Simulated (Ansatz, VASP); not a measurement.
# BP: VASP beside Ansatz

One calculation is typed for both programs; each brings its own data sets. How far apart do they land? The structure shown is the end of the Ansatz relaxation below.

Program: Ansatz 0.2.0. Level of theory: plane waves, with VASP 6.6.1 beside it; single point at PBEsol. Results are calculated unless marked as measured.

## 1. Starting point

It takes space group F-43m (No. 216, cubic). Conventional cell: a = 4.520 Å, b = 4.520 Å, c = 4.520 Å, α = 90.00°, β = 90.00°, γ = 90.00°. Nearest to P lie 4 B at 1.96 Å. B has 4 P at 1.96 Å nearest. Farther neighbours are not listed.

## 2. Ansatz: relaxation, PBEsol

Ansatz runs on its PAW soft_1 files.

This run makes the geometry at which the two programs are then compared.

input.yaml reads:

```yaml
crystal:
  lattice:
    - [3.196094, 0.0, 0.0]
    - [0.0, 3.196094, 0.0]
    - [0.0, 0.0, 4.519959]
  atoms:
    - { symbol: P, position: [0.5, 0.0, 0.75] }
    - { symbol: P, position: [0.0, 0.5, 0.25] }
    - { symbol: B, position: [0.0, 0.0, 0.0] }
    - { symbol: B, position: [0.5, 0.5, 0.5] }
kpoints:
  mp_grid: { grid: [9, 9, 6] }
scf:
  occupations: { method: fermi_dirac, width: 0.02 }
hamiltonian:
  xc: pbesol
  pseudopotentials: { kind: paw, azcp: { folder: soft_1 }, xc_functional: pbe }
basis:
  ecutwfc: 600
output:
  forces: true
  stress: true
relax:
  f_tol: 0.005
  max_steps: 70
  cell: { stress_tol: 0.02, p_target: 0, fix: [c, alpha, beta, gamma] }
```

Started as:

```console
$ ansatz run input.yaml --threads 4 --pin off --max-ram 10240MiB --backend cpu --events-out ev --progress --plain --runs-dir out
```

Numbers of over 12 decimals in the logs are rounded to 6 here.

What it wrote:

```text
Engine: ansatz 0.2.0, aarch64-unknown-linux-gnu
Pseudopotentials: kind: paw
Pseudopotential: P, paw, valence charge 5, recommended cutoff 420 eV (normal), soft_1/P.paw.azcp
Pseudopotential: B, paw, valence charge 3, recommended cutoff 420 eV (normal), soft_1/B.paw.azcp
Functional definition: PBEsol
  exchange = pbesol_x
  correlation = pbesol_c
Crystal: 4 atoms, lattice volume = 46.171 Å³
Basis set: ecut = 600 eV, 1523 PW (Γ), exchange–correlation on 54×54×80 points (8 copies of the dense FFT grid, shifted against one another)
Bands: 12, of which v1, the nominal top of the filled ones, is band 8 counted from 1 (7 counted from 0)
Symmetry: 16 space group operations
Space group: F-43m (ITA 216), of the structure as read, at distance tolerance 3.6e-5 Å
k-points: 60 of 486 (time reversal used)
Non-local potential: P, projectors of the file, l = 0: 2, l = 1: 2, l = 2: 1
Non-local potential: B, projectors of the file, l = 0: 2, l = 1: 2, l = 2: 1
PAW form: soft (Blöchl's): semilocal exchange-correlation on the pseudo side does not see the compensation charge
PAW frozen core: P, regenerated for the run's functional, and the local potential with it (the file was generated under x = pbe(κ = 0.804, μ = 0.219515), c = pbe(β = 0.066725))
PAW frozen core: B, regenerated for the run's functional, and the local potential with it (the file was generated under x = pbe(κ = 0.804, μ = 0.219515), c = pbe(β = 0.066725))
PAW one-centre angular grid: P, 110 points (default); XC on 64 Gauss nodes
PAW one-centre angular grid: B, 110 points (default); XC on 64 Gauss nodes
Initial density: superposition of atomic densities (chi_scale 0.1, normalization cell, long waves kept (reshape's long-wave potential 0.00 eV rms))
Initial wavefunctions: pseudopotential atomic-orbital guess
Functional: x = pbesol(κ = 0.804, μ = 0.123457), c = pbesol(β = 0.046)
SCF iter   1: F=—  HF=-1788.635646 eV  |F-HF|=—  |Δ(HF+E_count)|=         —  Δρ=9.12e-2  dr2=4.25e0  ethr=3.10e-3  ⟨swp⟩=6.9  Hψ=5599  notcnv=0
preconditioner: auto → none  [insulator: Δε(μ)=1.870 eV  Ē_g=11.068 eV  σ=0.020 eV  W_gap=1.00  n_scr=6 (ndim 8)  ℏωp=21.9 eV  f_vac=0.000  D(μ)=0.00/eV (n_scr^D=0)  ε∞_Penn≈4.9]
SCF iter   2: F=—  HF=-1787.273660 eV  |F-HF|=—  |Δ(HF+E_count)|=    1.36e0  Δρ=2.92e-2  dr2=2.88e-1  ethr=3.10e-3  ⟨swp⟩=3.0  Hψ=2101  notcnv=0
SCF iter   3: F=—  HF=-1787.190877 eV  |F-HF|=—  |Δ(HF+E_count)|=   8.28e-2  Δρ=1.15e-2  dr2=3.79e-2  ethr=1.80e-3  ⟨swp⟩=2.9  Hψ=1423  notcnv=0
SCF iter   4: F=—  HF=-1787.181532 eV  |F-HF|=—  |Δ(HF+E_count)|=   9.34e-3  Δρ=1.36e-3  dr2=4.14e-4  ethr=2.37e-4  ⟨swp⟩=3.0  Hψ=1434  notcnv=0
SCF iter   5: F=—  HF=-1787.181502 eV  |F-HF|=—  |Δ(HF+E_count)|=   2.98e-5  Δρ=6.04e-5  dr2=9.45e-7  ethr=2.58e-6  ⟨swp⟩=2.6  Hψ=1177  notcnv=0
SCF iter   6: F=—  HF=-1787.181502 eV  |F-HF|=—  |Δ(HF+E_count)|=   4.16e-7  Δρ=1.30e-5  dr2=3.35e-8  ethr=6.25e-10  ⟨swp⟩=5.3  Hψ=2815  notcnv=0
SCF iter   7: F=-1787.181502 eV  HF=-1787.181502 eV  |F-HF|=1.79e-10  |Δ(HF+E_count)|=   7.71e-9  Δρ=8.31e-7  dr2=3.47e-10  ethr=2.09e-10  ⟨swp⟩=2.1  Hψ=2622  notcnv=0
SCF 1 converged in 7 iterations: F = -1787.181502 eV  dr2 = 3.47e-10
  greatest PAW one-centre occupation: 0.763 electrons in one spin orbital (limit 2), on the P atom at site 1 (counted from 0), in its partial waves of l = 0
relax step   1: F+E_penalty+E_count = -1787.18150186 eV  Δ(F+E_penalty+E_count) = +0.000e0 eV  max|allowed force component| = 7.286e-17 eV/Å  Δτ_max = 0.0000 Å  P = +0.017 GPa  Ω = 46.171 Å³  fix = [c, alpha, beta, gamma]  reactions: c +0.002 GPa  (7 SCF iters, dr2 threshold 1.00e-7 eV, accepted)
[...]
relax step   2: F+E_penalty+E_count = -1787.18150208 eV  Δ(F+E_penalty+E_count) = -2.148e-7 eV  max|allowed force component| = 2.220e-16 eV/Å  Δτ_max = 0.0000 Å  P = +0.005 GPa  Ω = 46.175 Å³  energy of the carried Pulay correction = -1.440e-7 eV  fix = [c, alpha, beta, gamma]  reactions: c -0.004 GPa  (3 SCF iters, dr2 threshold 1.51e-9 eV, accepted)
[...]
relax step   3: F+E_penalty+E_count = -1787.18150208 eV  Δ(F+E_penalty+E_count) = -5.048e-11 eV  max|allowed force component| = 1.527e-16 eV/Å  Δτ_max = 0.0000 Å  P = +0.005 GPa  Ω = 46.175 Å³  fix = [c, alpha, beta, gamma]  reactions: c -0.004 GPa  stress off target by 8.81e-3 GPa on what of the cell is left free  SCF on the basis re-selected at this cell (its energy is not comparable with the rows above)  (5 SCF iters)
basis re-selected at this cell: Δ(F+E_penalty+E_count) = -5.048e-11 eV, ΔP = -0.000 GPa vs the last step (what re-selecting the basis moved, of the pressure what is left beyond the Pulay correction that the steps carried, after the strain that the cell walked since its last selection, with what the two solves' SCF thresholds leave and, on support functions, any second-order correction that the steps lacked; it is no  [...]
SCF converged after 5 iterations
Free energy (F): -1787.181502 eV
Harris-Foulkes:  -1787.181502 eV  (|F-HF|=9.09e-13)
Internal energy: -1787.181502 eV  (E = F + TS)
E sigma→0 (E₀):  -1787.181502 eV
Fermi energy:    9.919776 eV
--- Per-component energies (eV) ---
  E_band       = 44.901648
  E_kinetic    = 241.802497
  E_local      = -120.729741  (includes V_loc(G=0)·N_el)
  E_nonlocal   = 80.111302
  E_hartree    = 33.375560
  E_xc         = -212.213126
  E_vxc        = -202.608818  (∫ρ·V_xc dr)
  E_paw        = -1236.401781  (= ΣΔE_a)
  E_vpaw       = -20.424710  (= ΣTr[D̂ρ^β])
  E_aug_tail   = 0.000000  (compensation charges beyond the density's cutoff)
  E_ewald      = -573.247828
  E_core_change = 0.121614  (= ΣΔE_core)
  E_smearing   = -0.000000  (= −TS)
  E_closure    = -0.000000  (closes the sum)
  Σ components = -1787.181502   (vs F -1787.181502, Δ=0.00e0)
--- Forces (eV/Å), atoms counted from 1 ---
  atom   1  P     -0.00000000    -0.00000000    -0.00000000
  atom   2  P     -0.00000000    -0.00000000    -0.00000000
  atom   3  B      0.00000000     0.00000000    -0.00000000
  atom   4  B      0.00000000     0.00000000    -0.00000000
  max |Σ_I F_I| component: 2.91e-16 eV/Å
--- Stress (GPa, compression-positive) ---
        0.008813      -0.000000       0.000000
       -0.000000       0.008813       0.000000
        0.000000       0.000000      -0.003785
  P = ⅓ Tr σ = 0.0046 GPa (0.046 kbar)
--- Relaxed structure (2 steps of the walk, 2 accepted, 1 SCFs on fresh bases) ---
  F+E_penalty+E_count = -1787.18150208 eV   max|allowed force component| = 1.527e-16 eV/Å   (the final SCF, on the basis selected at the relaxed cell)
  cell:  # Å, volume = 46.1749 Å³
    - [3.196213, 0.0, 0]
    - [0.0, 3.196213, 0.0]
    - [0, 0.0, 4.519959]
  atoms:
    - { symbol: P, position: [0.5, 0.0, 0.750000] }
    - { symbol: P, position: [0, 0.5, 0.250000] }
    - { symbol: B, position: [0, 0.0, 0] }
    - { symbol: B, position: [0.5, 0.5, 0.500000] }
```

## 3. VASP: single point, PBEsol, pair 1

The same cell, functional, mesh and smearing now go to VASP, with its own data sets.

Lines of VASP's logs that name or quote its potential files are left out, and so is its time.

INCAR reads:

```
SYSTEM = BP
PREC = Accurate
ENCUT = 500
EDIFF = 1E-06
NELM = 120
ISMEAR = -1
SIGMA = 0.02
LREAL = .FALSE.
ALGO = Normal
GGA = PS
NBANDS = 14
LORBIT = 11
LWAVE = .FALSE.
LCHARG = .FALSE.
ISIF = 2
LASPH = .TRUE.
GGA_COMPAT = .FALSE.
EFERMI = MIDGAP
```

POSCAR reads:

```
BP
1.0
    3.1962127019      0.0000000000      0.0000000000
    0.0000000000      3.1962127019      0.0000000000
    0.0000000000      0.0000000000      4.5199590000
P B
2 2
Direct
    0.5000000000      0.0000000000      0.7500000000
    0.0000000000      0.5000000000      0.2500000000
    0.0000000000      0.0000000000      0.0000000000
    0.5000000000      0.5000000000      0.5000000000
```

KPOINTS reads:

```
Automatic mesh
0
Gamma
9 9 6
0 0 0
```

PAW data sets: P and B (PBE family, release 64).

Started as:

```console
$ mpirun -np 1 vasp_std
```

What it wrote:

```text
[banner, memory and clock lines left out]
running    1 mpi-ranks, on    1 nodes
 distrk:  each k-point on    1 cores,    1 groups
 distr:  one band on    1 cores,    1 groups

 POSCAR found type information on POSCAR P B
 POSCAR found :  2 types and       4 ions
|                                                                             |
|               ----> ADVICE to this user running VASP <----                  |
|                                                                             |
|     You enforced a specific xc type in the INCAR file but a different       |
|     [... a line on the potential file left out ...]
|     I HOPE YOU KNOW WHAT YOU ARE DOING!                                     |
|                                                                             |

 LDA part: xc-table for (Slater+PW92), standard interpolation
 POSCAR, INCAR and KPOINTS ok, starting setup
 FFT: planning ... GRIDC
 FFT: planning ... GRID_SOFT
 FFT: planning ... GRID
 WAVECAR not read
 entering main loop
       N       E                     dE             d eps       ncg     rms          rms(c)
DAV:   1     0.327854146263E+02    0.32785E+02   -0.70442E+03  1680   0.100E+03
DAV:   2    -0.263905761853E+02   -0.59176E+02   -0.53899E+02  2400   0.161E+02
DAV:   3    -0.287936749746E+02   -0.24031E+01   -0.23848E+01  2232   0.314E+01
DAV:   4    -0.288135566332E+02   -0.19882E-01   -0.19875E-01  1962   0.348E+00
DAV:   5    -0.288138331633E+02   -0.27653E-03   -0.27648E-03  2262   0.374E-01    0.101E+01
DAV:   6    -0.275677488272E+02    0.12461E+01   -0.15827E+00  2052   0.773E+00    0.553E+00
DAV:   7    -0.273639136264E+02    0.20384E+00   -0.43303E-01  2204   0.396E+00    0.157E+00
DAV:   8    -0.273463756148E+02    0.17538E-01   -0.43380E-02  2058   0.140E+00    0.254E-01
DAV:   9    -0.273465098918E+02   -0.13428E-03   -0.19471E-03  2196   0.311E-01    0.952E-02
DAV:  10    -0.273466128555E+02   -0.10296E-03   -0.15469E-04  1968   0.845E-02    0.329E-02
DAV:  11    -0.273466288652E+02   -0.16010E-04   -0.20246E-05  2142   0.302E-02    0.304E-02
DAV:  12    -0.273466291737E+02   -0.30845E-06   -0.44969E-06  2040   0.124E-02
   1 F= -.27346629E+02 E0= -.27346629E+02  d E =-.148348E-13
```

From OUTCAR (step 3):

```text
ion  position               nearest neighbor table
   1  0.500  0.000  0.750-   3 1.96   4 1.96   4 1.96   3 1.96
   2  0.000  0.500  0.250-   3 1.96   4 1.96   3 1.96   4 1.96
   3  0.000  0.000  0.000-   1 1.96   2 1.96   2 1.96   1 1.96
   4  0.500  0.500  0.500-   1 1.96   2 1.96   1 1.96   2 1.96

  LATTYP: Found a simple tetragonal cell.
 ALAT       =     3.1962127019
 C/A-ratio  =     1.4141608903

 Subroutine GETGRP returns: Found  8 space group operations
 (whereof  8 operations were pure point group operations)

The static configuration has the point symmetry D_2d.

 Found     60 irreducible k-points:

   k-points           NKPTS =     60   k-points in BZ     NKDIM =     60   number of bands    NBANDS=     14

   dimension x,y,z NGX =    24 NGY =   24 NGZ =   36
   dimension x,y,z NGXF=    48 NGYF=   48 NGZF=   72

   ENCUT  =  500.0 eV  36.75 Ry    6.06 a.u.   5.83  5.83  8.24*2*pi/ulx,y,z

   NELECT =      16.0000    total number of electrons

 k-points in reciprocal lattice and weights: Automatic mesh
   0.00000000  0.00000000  0.00000000       0.002
   0.11111111  0.00000000  0.00000000       0.008
   0.22222222  0.00000000  0.00000000       0.008
   0.33333333  0.00000000  0.00000000       0.008
   0.44444444  0.00000000  0.00000000       0.008
   0.11111111  0.11111111  0.00000000       0.008
   0.22222222  0.11111111  0.00000000       0.016
   0.33333333  0.11111111  0.00000000       0.016
   0.44444444  0.11111111  0.00000000       0.016
[...]
0.44444444  0.33333333  0.50000000       0.016
   0.44444444  0.44444444  0.50000000       0.008

 average (electrostatic) potential at core
       1 -81.0367       2 -81.0367       3 -24.7080       4 -24.7080

 E-fermi :   8.1011

 k-point     1 :       0.0000    0.0000    0.0000
  band No.  band energies     occupation
    ...
      4       3.3573      2.00000
      5       3.3573      2.00000
      6       7.5467      2.00000
      7       7.5467      2.00000
      8       7.5470      2.00000
      9       8.7491      0.00000
     10       9.0519      0.00000
     11      10.9209      0.00000
     12      10.9212      0.00000
     13      10.9212      0.00000
    ...

 k-point     2 :       0.1111    0.0000    0.0000
  band No.  band energies     occupation
    ...
      4       2.5411      2.00000
      5       3.4830      2.00000
      6       6.6079      2.00000
      7       6.9093      2.00000
      8       7.4711      2.00000
      9       9.0088      0.00000
     10      10.1619      0.00000
     11      11.0702      0.00000
     12      11.2622      0.00000
     13      11.5672      0.00000
    ...

 k-point     3 :       0.2222    0.0000    0.0000
  band No.  band energies     occupation
    ...
      4       1.3487      2.00000
      5       3.8519      2.00000
      6       4.9048      2.00000
      7       5.5679      2.00000
      8       7.2075      2.00000
      9       9.4252      0.00000
     10      11.5182      0.00000
     11      11.8732      0.00000
     12      12.4605      0.00000
     13      12.7499      0.00000
    ...

  Total        0.0350861      0.0350861      0.0316595      0.0000000      0.0000000      0.0000000
  in kB        1.2174172      1.2174172      1.0985220      0.0000000      0.0000000      0.0000000
  external PRESSURE =       1.1777855 kB  Pullay stress =       0.0000000 kB

  energy-cutoff  :      500.00
  volume of cell :       46.17
      direct lattice vectors                 reciprocal lattice vectors
     3.196212702  0.000000000  0.000000000     0.312870292  0.000000000  0.000000000
     0.000000000  3.196212702  0.000000000     0.000000000  0.312870292  0.000000000
     0.000000000  0.000000000  4.519959000     0.000000000  0.000000000  0.221240945

 POSITION                                       TOTAL-FORCE (eV/Angst)
 -----------------------------------------------------------------------------------
      1.59811      0.00000      3.38997        -0.000000      0.000000      0.000000
      0.00000      1.59811      1.12999        -0.000000      0.000000     -0.000000
      0.00000      0.00000      0.00000         0.000000     -0.000000      0.000000
      1.59811      1.59811      2.25998        -0.000000     -0.000000      0.000000
 -----------------------------------------------------------------------------------
    total drift:                                0.000000      0.000000     -0.000000

  FREE ENERGIE OF THE ION-ELECTRON SYSTEM (eV)
  ---------------------------------------------------
  free  energy   TOTEN  =       -27.3466291737 eV

  energy  without entropy=      -27.3466291737  energy(sigma->0) =      -27.34662917

 total charge
# of ion       s       p       d       tot
------------------------------------------
    1        0.989   1.577   0.000   2.567
    2        0.989   1.577   0.000   2.567
    3        0.666   1.283   0.000   1.949
    4        0.666   1.283   0.000   1.949
--------------------------------------------------
tot          3.311   5.720   0.000   9.031

[... 3 further parts left out ...]
```

The run ends at a pressure of 0.12 GPa.

## 4. Differences

Known differences besides the potentials themselves: the cutoff is 600 eV in Ansatz and 500 eV in VASP; Ansatz makes its cores anew for this functional, VASP keeps those of its PBE data sets; Ansatz's pressure holds a Pulay correction, VASP's none. Total energies have different zeros and are not compared.

Both answers:

```csv
quantity,Ansatz,VASP,difference
pressure (GPa),0.00,0.12,-0.11
gap on the k mesh (eV),1.112,1.108,+0.004
```

A gap on the mesh is an upper bound, since the band edges may lie between its points.

## 5. Ansatz: relaxation, PBEsol

This run makes the geometry at which the two programs are then compared. The cell compared in this pair holds 45.62 Å³, against 46.17 Å³ for the pair before.

The structure compared here is the end of the Ansatz relaxation.

Changes to input.yaml since step 2:

```diff
@@ -2,5 +2,5 @@
   lattice:
-    - [3.196094, 0.0, 0.0]
-    - [0.0, 3.196094, 0.0]
-    - [0.0, 0.0, 4.519959]
+    - [3.21207447, 0.0, 0.0]
+    - [0.0, 3.21207447, 0.0]
+    - [0.0, 0.0, 4.42955982]
   atoms:
```

Started as:

```console
$ ansatz run input.yaml --threads 4 --pin off --max-ram 10240MiB --backend cpu --events-out ev --progress --plain --runs-dir out
```

What it wrote:

```text
[...]
Crystal: 4 atoms, lattice volume = 45.702 Å³
Basis set: ecut = 600 eV, 1513 PW (Γ), exchange–correlation on 54×54×72 points (8 copies of the dense FFT grid, shifted against one another)
Bands: 12, of which v1, the nominal top of the filled ones, is band 8 counted from 1 (7 counted from 0)
Symmetry: 16 space group operations
[...]
k-points: 60 of 486 (time reversal used)
[...]
0.000000       0.000000       6.266779
  P = ⅓ Tr σ = 2.0903 GPa (20.903 kbar)
--- Relaxed structure (3 steps of the walk, 3 accepted, 1 SCFs on fresh bases) ---
[...]
cell:  # Å, volume = 45.6196 Å³
    - [3.209191, 0.0, 0]
    - [0.0, 3.209191, 0]
    - [0, 0, 4.42955982]
  atoms:
    - { symbol: P, position: [0.500000, 0, 0.75] }
    - { symbol: P, position: [0, 0.500000, 0.25] }
    - { symbol: B, position: [0, 0, 0] }
    - { symbol: B, position: [0.500000, 0.500000, 0.5] }
[key lines of the parts left out:]
SCF converged after 5 iterations
Free energy (F): -1787.163319 eV
Fermi energy:    10.047598 eV
```

## 6. VASP: single point, PBEsol, pair 2

The same cell, functional, mesh and smearing now go to VASP, with its own data sets.

INCAR is that of step 3.

POSCAR reads:

```
BP
1.0
    3.2091905619      0.0000000000      0.0000000000
    0.0000000000      3.2091905619      0.0000000000
    0.0000000000      0.0000000000      4.4295598200
P B
2 2
Direct
    0.5000000000      0.0000000000      0.7500000000
    0.0000000000      0.5000000000      0.2500000000
    0.0000000000      0.0000000000      0.0000000000
    0.5000000000      0.5000000000      0.5000000000
```

KPOINTS is that of step 3.

Started as:

```console
$ mpirun -np 1 vasp_std
```

What it wrote:

```text
[banner, memory and clock lines left out]
running    1 mpi-ranks, on    1 nodes
[...]
[... a notice as in an earlier step ...]

 LDA part: xc-table for (Slater+PW92), standard interpolation
 POSCAR, INCAR and KPOINTS ok, starting setup
[...]
entering main loop
       N       E                     dE             d eps       ncg     rms          rms(c)
DAV:   1     0.325208245992E+02    0.32521E+02   -0.70309E+03  1680   0.998E+02
DAV:   2    -0.264434671553E+02   -0.58964E+02   -0.53700E+02  2400   0.164E+02
DAV:   3    -0.288253101261E+02   -0.23818E+01   -0.23601E+01  2262   0.316E+01
DAV:   4    -0.288451601127E+02   -0.19850E-01   -0.19845E-01  1944   0.344E+00
[...]
DAV:  10    -0.273278181990E+02   -0.10046E-03   -0.15448E-04  1974   0.846E-02    0.327E-02
DAV:  11    -0.273278338539E+02   -0.15655E-04   -0.20431E-05  2130   0.302E-02    0.314E-02
DAV:  12    -0.273278341116E+02   -0.25767E-06   -0.45444E-06  2004   0.124E-02
   1 F= -.27327834E+02 E0= -.27327834E+02  d E =-.617545E-10
```

(Part 1 of 2 ends here.)

[Lines on the potential files, build, host, timing and source positions are cut from VASP's logs without a mark.]

[Logs are printed without paths, hosts, clocks, repeated set-up lines and the standing remarks that a program may print on its own settings, such as how far it seeks lower states.]

[Hosts, paths, dates, database ids (printed as entryN), source tags and the programs' standing remarks are cut or masked in the printed files.]
